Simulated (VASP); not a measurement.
# AlN (P6_3/mmc) in VASP: settings compared

The runs below take AlN through G0W0 quasiparticle levels, QSGW0 quasiparticle levels, with LDA, PBEsol.

All numbers are computed with VASP 6.6.1; they aren't measurements. Logs are shortened: lines on timing, memory, paths and dates and some standing lists are left out, and cuts for length are marked.

**1. The crystal as given**

Symmetry: P6_3/mmc, No. 194, hexagonal system. Conventional cell: a = 3.312 Å, b = 3.312 Å, c = 4.188 Å, α = 90.00°, β = 90.00°, γ = 120.00°. Al (site symmetry -6m2) has 5 N at 1.91 to 2.09 Å as nearest neighbours. N (site symmetry -6m2) is surrounded by 5 Al at 1.91 to 2.09 Å.

Measurements of this composition are mostly on another form, of space group No. 186.

**2. G0W0 quasiparticle levels, LDA**

The input, POSCAR:

```
AlN
1.0
    3.3121157418      0.0000000000      0.0000000000
   -1.6560578709      2.8683763727      0.0000000000
    0.0000000000      0.0000000000      4.1875630000
Al N
2 2
Direct
    0.6666666667      0.3333333333      0.2500000000
    0.3333333333      0.6666666667      0.7500000000
    0.6666666667      0.3333333333      0.7500000000
    0.3333333333      0.6666666667      0.2500000000
```

The input, INCAR.step1:

```
SYSTEM = AlN
ALGO     = Fast           ! electronic algorithm
EDIFF    = 1E-8           ! SCF threshold, eV
ENCUT    = 500            ! plane-wave cutoff, eV
ISMEAR   = 0              ! smearing method
LASPH    = .True.         ! aspherical terms in the spheres
LCHARG   = .False.        ! write CHGCAR
LREAL    = .False.        ! projectors in reciprocal space
LWAVE    = .True.         ! write WAVECAR
NELM     = 100            ! most SCF steps
PREC     = Accurate       ! precision mode
SIGMA    = 0.01           ! smearing width, eV
```

The input, INCAR.step2:

```
SYSTEM = AlN
ALGO     = Exact          ! electronic algorithm
EDIFF    = 1E-8           ! SCF threshold, eV
ENCUT    = 500            ! plane-wave cutoff, eV
ISMEAR   = 0              ! smearing method
ISTART   = 1            
LASPH    = .True.         ! aspherical terms in the spheres
LCHARG   = .False.        ! write CHGCAR
LOPTICS  = .True.         ! frequency-dependent dielectric function
LREAL    = .False.        ! projectors in reciprocal space
LWAVE    = .True.         ! write WAVECAR
NBANDS   = 253            ! bands
NELM     = 1              ! most SCF steps
PREC     = Accurate       ! precision mode
SIGMA    = 0.01           ! smearing width, eV
```

The input, INCAR.step3:

```
SYSTEM = AlN
ALGO     = EVGW0          ! electronic algorithm
EDIFF    = 1E-8           ! SCF threshold, eV
ENCUT    = 500            ! plane-wave cutoff, eV
ENCUTGW  = 150            ! cutoff of the response function
ISMEAR   = 0              ! smearing method
ISTART   = 1            
LASPH    = .True.         ! aspherical terms in the spheres
LCHARG   = .False.        ! write CHGCAR
LREAL    = .False.        ! projectors in reciprocal space
LWAVE    = .False.        ! write WAVECAR
NBANDS   = 253            ! bands
NBANDSGW = 16           
NELMGW   = 1            
NOMEGA   = 64             ! frequency points
PREC     = Accurate       ! precision mode
PRECFOCK = Fast         
SIGMA    = 0.01           ! smearing width, eV
```

The input, KPOINTS:

```
k-points
0
Gamma
  5 5 4
  0 0 0
```

Potentials or basis: VASP PAW LDA potentials, release 64 (Al_GW, N_GW).

The run is started by

```
$ cat potpaw_LDA.64/Al_GW/POTCAR potpaw_LDA.64/N_GW/POTCAR > POTCAR
$ cp INCAR.step1 INCAR
$ mpirun -np 1 vasp_std > vasp.out
$ cp INCAR.step2 INCAR
$ mpirun -np 1 vasp_std > vasp.out
$ cp INCAR.step3 INCAR
$ mpirun -np 1 vasp_std > vasp.out
```

OUTCAR:

```text
SYSTEM = AlN
   EDIFF = 1E-8
   ENCUT = 500
   ENCUTGW = 150
   ISMEAR = 0
   ISTART = 1
   LASPH = .True.
   LREAL = .False.
   NELMGW = 1
   PREC = Accurate
   PRECFOCK = Fast

 ion  position               nearest neighbor table
   1  0.667  0.333  0.250-   4 1.91   4 1.91   4 1.91   3 2.09   3 2.09
   2  0.333  0.667  0.750-   3 1.91   3 1.91   3 1.91   4 2.09   4 2.09
   3  0.667  0.333  0.750-   2 1.91   2 1.91   2 1.91   1 2.09   1 2.09
   4  0.333  0.667  0.250-   1 1.91   1 1.91   1 1.91   2 2.09   2 2.09

  LATTYP: Found a hexagonal cell.
 ALAT       =     3.3121157418
 C/A-ratio  =     1.2643166261

  Lattice vectors:

 A1 = (   3.3121157418,   0.0000000000,   0.0000000000)
 A2 = (  -1.6560578709,   2.8683763727,   0.0000000000)
 A3 = (   0.0000000000,   0.0000000000,   4.1875630000)

Analysis of symmetry for initial positions (statically):
=====================================================================
 Subroutine PRICEL returns:
 Original cell was already a primitive cell.

 Routine SETGRP: Setting up the symmetry group for a
 hexagonal supercell.

 Subroutine GETGRP returns: Found 24 space group operations
 (whereof 12 operations were pure point group operations)
 out of a pool of 24 trial point group operations.

The static configuration has the point symmetry D_3d.
 The point group associated with its full space group is D_6h.

Analysis of symmetry for dynamics (positions and initial velocities):
=====================================================================
 Subroutine PRICEL returns:
 Original cell was already a primitive cell.

 Routine SETGRP: Setting up the symmetry group for a
 hexagonal supercell.

 Subroutine GETGRP returns: Found 24 space group operations
 (whereof 12 operations were pure point group operations)
 out of a pool of 24 trial point group operations.

The dynamic configuration has the point symmetry D_3d.
 The point group associated with its full space group is D_6h.

 Subroutine INISYM returns: Found 24 space group operations
 (whereof 12 operations are pure point group operations),
 and found     1 'primitive' translations

----------------------------------------------------------------------------------------

                                     Primitive cell

  volume of cell :      39.7835

  direct lattice vectors                    reciprocal lattice vectors
     3.312115742  0.000000000  0.000000000     0.301921816  0.174314642  0.000000000
    -1.656057871  2.868376373  0.000000000     0.000000000  0.348629284  0.000000000
     0.000000000  0.000000000  4.187563000     0.000000000  0.000000000  0.238802377

  length of vectors
     3.312115742  3.312115742  4.187563000     0.348629284  0.348629284  0.238802377

  position of ions in fractional coordinates (direct lattice)
     0.666666667  0.333333333  0.250000000
     0.333333333  0.666666667  0.750000000
     0.666666667  0.333333333  0.750000000
     0.333333333  0.666666667  0.250000000

  ion indices of the primitive-cell ions
   primitive index   ion index
                 1           1
                 2           2
                 3           3
                 4           4

----------------------------------------------------------------------------------------

 KPOINTS: k-points

Automatic generation of k-mesh.
 Grid dimensions read from file:
 generate k-points for:    5    5    4

 Generating k-lattice:

  Cartesian coordinates                     Fractional coordinates (reciprocal lattice)
     0.060384363  0.034862928  0.000000000     0.200000000  0.000000000  0.000000000
     0.000000000  0.069725857  0.000000000     0.000000000  0.200000000  0.000000000
     0.000000000  0.000000000  0.059700594     0.000000000  0.000000000  0.250000000

  Length of vectors
     0.069725857  0.069725857  0.059700594

  Shift w.r.t. Gamma in fractional coordinates (k-lattice)
     0.000000000  0.000000000  0.000000000

 Subroutine IBZKPT returns following result:
 ===========================================

 Found     15 irreducible k-points:

 Following reciprocal coordinates:
            Coordinates               Weight
  0.000000  0.000000  0.000000      1.000000
  0.200000  0.000000  0.000000      6.000000
  0.400000  0.000000  0.000000      6.000000
  0.200000  0.200000  0.000000      6.000000
  0.400000  0.200000  0.000000      6.000000
  0.000000  0.000000  0.250000      2.000000
  0.200000  0.000000  0.250000     12.000000
  0.400000  0.000000  0.250000     12.000000
  0.200000  0.200000  0.250000     12.000000
  0.400000  0.200000  0.250000     12.000000
  0.000000  0.000000  0.500000      1.000000
  0.200000  0.000000  0.500000      6.000000
  0.400000  0.000000  0.500000      6.000000
  0.200000  0.200000  0.500000      6.000000
  0.400000  0.200000  0.500000      6.000000
   k-points           NKPTS =     15   k-points in BZ     NKDIM =    100   number of bands    NBANDS=    253
   number of dos      NEDOS =    301   number of ions     NIONS =      4
   total plane-waves  NPLWV =  18432
   dimension x,y,z NGX =    24 NGY =   24 NGZ =   32
   dimension x,y,z NGXF=    48 NGYF=   48 NGZF=   64
   ions per type =               2   2
   NGX,Y,Z   is equivalent  to a cutoff of  12.05, 12.05, 12.70 a.u.
   NGXF,Y,Z  is equivalent  to a cutoff of  24.09, 24.09, 25.41 a.u.
 SYSTEM =  AlN
   PREC   = accura    normal or accurate (medium, high low for compatibility)
   ISTART =      1    job   : 0-new  1-cont  2-samecut
   ICHARG =      0    charge: 1-file 2-atom 10-const
   ISPIN  =      1    spin polarized calculation?
   LNONCOLLINEAR =      F non collinear calculations
   LSORBIT =      F    spin-orbit coupling
   LASPH  =      T    aspherical Exc in radial PAW
   ENCUT  =  500.0 eV  36.75 Ry    6.06 a.u.   6.04  6.04  7.63*2*pi/ulx,y,z
   NELM   =     60;   NELMIN=  2; NELMDL=  0     # of ELM steps
   EDIFF  = 0.1E-07   stopping-criterion for ELM
   LREAL  =      F    real-space projection
   EDIFFG = 0.1E-06   stopping-criterion for IOM
   NSW    =      0    number of steps for IOM
   IBRION =     -1    ionic relax: 0-MD 1-quasi-New 2-CG
   NFREE  =      0    steps in history (QN), initial steepest desc. (CG)
   ISIF   =      0    stress and relaxation
   ISYM   =      3    0-nonsym 1-usesym 2-fastsym
   POTIM  = 0.5000    time-step for ionic-motion
   TEBEG  =    0.0;   TEEND  =   0.0 temperature during run
   PSTRESS=    0.0 pullay stress
   NELECT =      16.0000    total number of electrons
   NUPDOWN=      -1.0000    fix difference up-down
   EMIN   =  10.00;   EMAX   =-10.00  energy-range for DOS
   EFERMI =   0.00;   METHOD = LEGACY
   ISMEAR =     0;   SIGMA  =   0.01  broadening in eV -4-tet -1-fermi 0-gaus
   EFERMI_NEDOS =   21; number of points for ismear=-14 and -15
   IALGO  =     38    algorithm
   IMIX   =      4    mixing-type and parameters
     AMIX     =   0.40;   BMIX     =  1.00
     AMIX_MAG =   1.60;   BMIX_MAG =  1.00
  volume/ion in A,a.u.               =       9.95        67.12
  Fermi-wavevector in a.u.,A,eV,Ry     =   1.208409  2.283561 19.867927  1.460251
  Thomas-Fermi vector in A             =   2.344017
   LORBIT       =      0    0 simple, 1 ext, 2 COOP (PROOUT), +10 PAW based schemes
   GGA     = CA    functional components
   LHFCALC =     T    Hartree Fock is set to
   PRECFOCK=fast      Normal, Fast or Accurate (Low or Medium for compatibility)
   ENCUT4O =  -1.0   cutoff for four orbital integrals eV
   NKREDX  =     1    reduce k-point grid by
   NKREDY  =     1    reduce k-point grid by
   NKREDZ  =     1    reduce k-point grid by
   AEXX    =    1.0000 exact exchange contribution
   HFSCREEN=    0.0000 screening length (either q_TF or 0.3 A-1)
   HFSCREENC=   0.0000 screening length for correlation (either q_TF or 0.3 A-1)
   ENCUTFOCK=  -1.0 apply spherical cutoff to Coloumb kernel
   IVDW    =     0    specifies the selected vdW correction
   LEPSILON=     F    determine dielectric tensor
   LRPA    =     F    only Hartree local field effects (RPA)
   LRPAFORCE           =     F    calculate RPA forces
   ENCUTGW             = 150.0    cutoff for response function in eV
   ENCUTGWSOFT         = 120.0    soft cutoff for Coulomb kernel in GW response function in eV
   ENCUTLF             =  -1.0    cutoff for local field effects
   NELMGW              =     1    number of iterations in solving QP/BSE equation
   NELMHF              =     1    number of iterations in the inner HF iteration
   NKREDLFX            =     1    NKREDLFY  =   1   NKREDLFZ  =   1
 non-spin polarized calculation
 Gauss-broadening in eV      SIGMA  =   0.01
  energy-cutoff  :      500.00
  volume of cell :       39.78
 maximum number of plane-waves:      1026
  NGX = 14; NGY = 14; NGZ = 18
   NGX = 13   NGY = 13   NGZ = 15
 maximum number of plane-waves:       176
 NGX is ok and might be reduce to    14

 QP shifts <psi_nk| G(iteration)W_0 |psi_nk>: iteration 1
 for sc-GW calculations column KS-energies equals QP-energies in previous step
 and V_xc(KS)=  KS-energies - (<T + V_ion + V_H > + <T+V_H+V_ion>^1  + <V_x>^1)

 k-point   1 :       0.0000    0.0000    0.0000
  band No.  KS-energies  QP-energies   sigma(KS)   V_xc(KS)     V^pw_x(r,r')   Z            occupation Imag(sigma)

      1      -9.8582     -11.3830     -16.7691     -14.6664     -24.6094       0.7251       2.0000       1.2588
      2      -6.1275      -7.5119     -18.6043     -16.7355     -26.0306       0.7407       2.0000       0.8708
      3      -0.1357      -1.2043     -15.0433     -13.5883     -19.1772       0.7344       2.0000       0.1585
      4       3.4963       2.5791     -17.0356     -15.8430     -20.2362       0.7691       2.0000       0.0698
      5       3.4963       2.5791     -17.0356     -15.8430     -20.2362       0.7691       2.0000       0.0698
      6       5.1641       4.3705     -17.6551     -16.6364     -20.4787       0.7791       2.0000       0.0610
[... 8 lines left out ...]
     15      18.4218      19.6885     -12.3064     -13.9799      -6.4246       0.7568       0.0000      -0.1537
     16      18.5864      19.8269      -9.4134     -10.9442      -4.3827       0.8103       0.0000      -0.0959

 k-point   2 :       0.2000    0.0000    0.0000
  band No.  KS-energies  QP-energies   sigma(KS)   V_xc(KS)     V^pw_x(r,r')   Z            occupation Imag(sigma)

      1      -9.4071     -10.9219     -16.9253     -14.8616     -24.7029       0.7341       2.0000       1.2207
      2      -6.1400      -7.5286     -18.6767     -16.8003     -26.1089       0.7400       2.0000       0.8680
      3       0.3495      -0.7062     -15.1847     -13.7524     -19.1750       0.7371       2.0000       0.1376
      4       2.1188       1.1229     -15.8334     -14.5261     -19.1965       0.7617       2.0000       0.0838
      5       2.9681       2.0015     -16.6303     -15.3689     -19.9176       0.7664       2.0000       0.0740
      6       3.9507       3.0671     -16.7534     -15.6138     -19.6805       0.7753       2.0000       0.0656
[... 8 lines left out ...]
     15      17.2277      18.2955      -9.3253     -10.6413      -4.3487       0.8113       0.0000      -0.0819
     16      18.8525      20.1762     -10.1808     -11.8810      -4.5025       0.7785       0.0000      -0.1318
[... 228 lines left out ...]
      5       2.8994       1.9188     -15.9707     -14.6943     -19.1452       0.7682       2.0000       0.0743
      6       2.8994       1.9188     -15.9707     -14.6943     -19.1452       0.7682       2.0000       0.0743
[... 8 lines left out ...]
     15      18.3515      19.7171     -11.3670     -13.1360      -5.6701       0.7720       0.0000      -0.1288
     16      18.3515      19.7171     -11.3670     -13.1360      -5.6701       0.7720       0.0000      -0.1288

 k-point  15 :       0.4000    0.2000    0.5000
  band No.  KS-energies  QP-energies   sigma(KS)   V_xc(KS)     V^pw_x(r,r')   Z            occupation Imag(sigma)

      1      -7.1036      -8.5494     -18.2274     -16.2859     -25.7624       0.7447       2.0000       0.9803
      2      -7.1036      -8.5494     -18.2274     -16.2859     -25.7624       0.7447       2.0000       0.9803
      3      -0.2755      -1.3182     -14.9149     -13.4909     -19.0003       0.7322       2.0000       0.1565
      4      -0.2755      -1.3182     -14.9149     -13.4909     -19.0003       0.7322       2.0000       0.1565
      5       2.1571       1.1264     -15.4286     -14.0790     -18.7283       0.7637       2.0000       0.0830
      6       2.1571       1.1264     -15.4286     -14.0790     -18.7283       0.7637       2.0000       0.0830
[... 8 lines left out ...]
     15      19.0086      20.3472     -10.9444     -12.6825      -5.0932       0.7702       0.0000      -0.1548
     16      19.0086      20.3472     -10.9444     -12.6825      -5.0932       0.7702       0.0000      -0.1548
```

It took 20 min on 1 thread of Intel Xeon Platinum 8259CL at 2.50GHz (Skylake/Cascade Lake), shared host; peak memory 0.71 GiB.

What came out:

```
Band gap on the k mesh, mean-field level : 3.28 eV, direct
Quasiparticle gap                        : 4.72 eV
Least direct quasiparticle gap           : 4.72 eV
```

Caveat: the k mesh is coarse (spacing up to 0.44 Å⁻¹), so the values aren't converged; bands, screening cutoff and mesh are small and nothing is extrapolated, so the quasiparticle values aren't converged.

(Part 1 of 3 ends here.)
